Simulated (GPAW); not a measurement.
# A GW chain in GPAW: KBr (Fm-3m), part 2 of 2

Wanted: ground state, empty states, screening and self-energy for KBr (Fm-3m).

GPAW 26.7.0; PBE and many-body steps on it, plane waves. Known limits of the many-body steps: not at the basis limit; no spin-orbit coupling.

So far. Step 3 (Bands along the symmetry lines): The gap is 4.442 eV, as in the run before at this level. Step 4 (Empty states on the mesh, 4×4×4 mesh, 309 bands): On this mesh the gap is 4.442 eV.

## (5) Screening and self-energy, 4×4×4 mesh, 299 bands, screening to 150 eV

Now the one-shot GW correction: screening in the RPA, then the self-energy of the levels asked for.

This step: G0W0 on PBE, plane waves, PAW.

The input, run.py:

```python
import json
import numpy as np
from gpaw.mpi import world
from gpaw.response.g0w0 import G0W0

gw = G0W0('full.gpw',
    filename='gw',
    kpts=[0],
    bands=(6, 10),
    ecut=150,
    nbands=299,
    integrate_gamma='WS',
    ppa=True)
gw.calculate()
res = {mode: {k: v for k, v in r.items() if k != 'sigma_eskwn'}
       for mode, r in gw.all_results.items()}

if world.rank == 0:
    with open('result.json', 'w') as f:
        json.dump(res, f, default=lambda x: x.tolist())
```

On the command line:

```sh
> mpirun -n 4 gpaw python run.py
```

Numbers of over 12 decimals in the logs are rounded to 6 here.

The log of the run:

```text
Using integrator: PointIntegrator
FrequencyGridDescriptor(from 0.000+0.000j to 0.000+27.211j eV, 2 points)
Nonperiodic BCs:  [False False False]
Using integrator: PointIntegrator
FrequencyGridDescriptor(from 0.000+0.000j to 0.000+27.211j eV, 2 points)
Nonperiodic BCs:  [False False False]
  ___  _ _ _
 |   || | | |
 | | || | | |
 |__ ||_____|
 |___|

BZ k-points: Symmetries present (total): 48

  [... matrices ...]
64 k-points: 4 x 4 x 4 Monkhorst-Pack grid + [1/8,1/8,1/8]
8 k-points in the irreducible part of the Brillouin zone
       k-points in crystal coordinates                weights
   0:     0.00000000    0.00000000    0.00000000          1/64
   1:     0.25000000    0.25000000    0.00000000          6/64
   2:     0.25000000    0.25000000    0.25000000          8/64
   3:     0.50000000    0.25000000   -0.25000000          6/64
   4:     0.50000000    0.25000000    0.25000000         12/64
   5:     0.50000000    0.50000000    0.00000000          3/64
   6:     0.50000000    0.50000000    0.25000000         24/64
   7:     0.50000000    0.50000000    0.50000000          4/64

Distributing spins, k-points and bands (1 x 1 x 4) over 4 processes
Number of blocks: 1

Quasi particle states:
k-points (IBZ indices): [0]
Band range: (6, 10)
  [... matrices ...]
Computational parameters:
Plane wave cut-off: 150 eV
Number of bands: 299
Coulomb cutoff: None
Broadening: 0.1 eV

fxc modes: GW
Kernel: RPA
Using Godby-Needs plasmon-pole approximation:
  Fitting energy: i*E0, E0 = 1.000 Hartree
Summing all q:

Calculating screened Coulomb potential
No Coulomb truncation
FrequencyGridDescriptor(from 0.000+0.000j to 0.000+27.211j eV, 2 points)
Removing empty qpoint cache files...

Calculating chi0 body with:
    Ground state adapter containing:
    Number of spins: 1
    Number of kpoints: 64
    Number of irreducible kpoints: 8
    Number of completely occupied states: 8
    Number of partially occupied states: 8
    Occupied states memory: 1.6875 M / cpu

    Linear response parametrization:
    q_c: [0.0, 0.0, 0.0]
    Number of frequency points: 2
    Planewave cutoff: 150.0
    Number of bands: 299
    Number of planewaves: 307
    Broadening (eta): 1e-06
    comm.size: 4
    kncomm.size: 4
    blockcomm.size: 1

    Memory estimate of potentially large arrays:
        chi0_wGG: 2.876251 M / cpu
Integrating chi0 body.

Symmetries of q_c:
    Direct symmetries (Uq -> q): 48
    Indirect symmetries (TUq -> q): 0
In total 48 allowed symmetries.

  [... matrices ...]
8 groups of equivalent kpoints. 87.5% reduction.

Integral kind: response function
Integrating chi0 head and wings.

Symmetries of q_c:
    Direct symmetries (Uq -> q): 48
    Indirect symmetries (TUq -> q): 0
In total 48 allowed symmetries.

  [... matrices ...]
8 groups of equivalent kpoints. 87.5% reduction.

Integral kind: response function wings

Calculating chi0 body with:
    Ground state adapter containing:
    Number of spins: 1
    Number of kpoints: 64
    Number of irreducible kpoints: 8
    Number of completely occupied states: 8
    Number of partially occupied states: 8
    Occupied states memory: 1.6875 M / cpu

    Linear response parametrization:
[... the further q-points ...]

Results:
f:      Occupation numbers
eps:     KS-eigenvalues [eV]
vxc:     KS vxc [eV]
exx:     Exact exchange [eV]
sigma:   Self-energies [eV]
dsigma:  Self-energy derivatives
Z:       Renormalization factors
qp:      QP-energies [eV]

k-point 0 (0): (0.000, 0.000, 0.000)                GW
band       f     eps     vxc     exx   sigma  dsigma       Z      qp
                                                                   GW
   6   1.000  -0.198 -15.562 -19.429   1.453  -0.214   0.824  -2.185
   7   1.000  -0.198 -15.562 -19.429   1.453  -0.214   0.824  -2.185
   8   0.000   4.244  -7.850  -4.294  -2.907  -0.146   0.872   4.810
   9   0.000   7.404  -8.823  -4.131  -3.118  -0.151   0.869   8.771
```

Wall time 96 s (4 MPI ranks of Arm Neoverse V1, shared host); peak memory 1.4 GiB.

Numbers from this step:

```
G0W0 gap on the points computed              : 6.995 eV
least direct G0W0 gap on the computed points : 6.995 eV
Z at the valence top                         : 0.8236
Z at the conduction bottom                   : 0.8724
starting gap on the mesh                     : 4.442 eV
k of the valence top                         : 0, 0, 0
k of the conduction bottom                   : 0, 0, 0
```

The gap on the mesh goes from 4.44 eV to 7.00 eV, a correction of +2.55 eV.

Limits: finite bands, cutoff and mesh; no spin-orbit coupling. v1 is the top filled band, c1 the lowest empty one. The levels before and after the correction (eV, zero at the valence-band top of each column):

```csv
,conduction bottom,valence top
Kohn-Sham,4.44,0.00
G0W0,7.00,0.00
```

```csv
,level,energy (eV)
Kohn-Sham,Γ v2-v1,0.000
Kohn-Sham,Γ c1,4.442
Kohn-Sham,Γ c2,7.602
G0W0,Γ v2-v1,0.000
G0W0,Γ c1,6.995
G0W0,Γ c2,10.957
```

## (6) Where the time went

Times are wall times on 4 MPI ranks of Arm Neoverse V1, shared host, good to a factor of about two.

```csv
step,time,share,memory (GiB)
ground state,7.4 s,6 %,0.62
bands along the symmetry lines,10 s,8 %,0.66
empty states on the mesh,16 s,12 %,1.4
screening and self-energy,96 s,74 %,1.4
```

## (7) Summary of results

```json
{
  "PBE gap": "4.44 eV, direct",
  "G0W0 gap on the mesh": "7.00 eV",
  "GW settings": "4×4×4 mesh, 299 bands, screening to 150 eV, Godby-Needs plasmon pole",
  "known limits": "not at the basis limit; no spin-orbit coupling"
}
```

**Reading.** G0W0 moves the gap on the mesh from 4.44 eV to 7.00 eV (+2.55 eV), with Z of 0.82 and 0.87 at the edges. Only 1 of the mesh's irreducible points was corrected, so a valley elsewhere could overtake. The dearest step here is «screening and self-energy». Bands and cutoff are finite, so the gap is not at the basis limit. The miss can reach some tenths of an eV and take either sign; the mesh is an error of its own. These stock PAW sets were not made for GW; the filled d or f shell of Br lies in the frozen core, which bears on start and correction. In the G0W0 run levels were corrected at 1 k point alone, so a gap called «on the mesh» is the least over those, and an edge elsewhere would be missed. The many-body steps are scalar-relativistic: spin-orbit coupling is not in them.

[Paths, hosts, dates, memory and timing lines, banners, echoed tables and standing remarks are left out of the program output.]

[Logs are printed without paths, hosts, clocks, repeated set-up lines and the standing remarks that a program may print on its own settings, such as how far it seeks lower states.]

[Runs of the session that timed out or met a known fault of the program may be left out.]

[Hosts, paths, dates, database ids (printed as entryN), source tags and the programs' standing remarks are cut or masked in the printed files.]
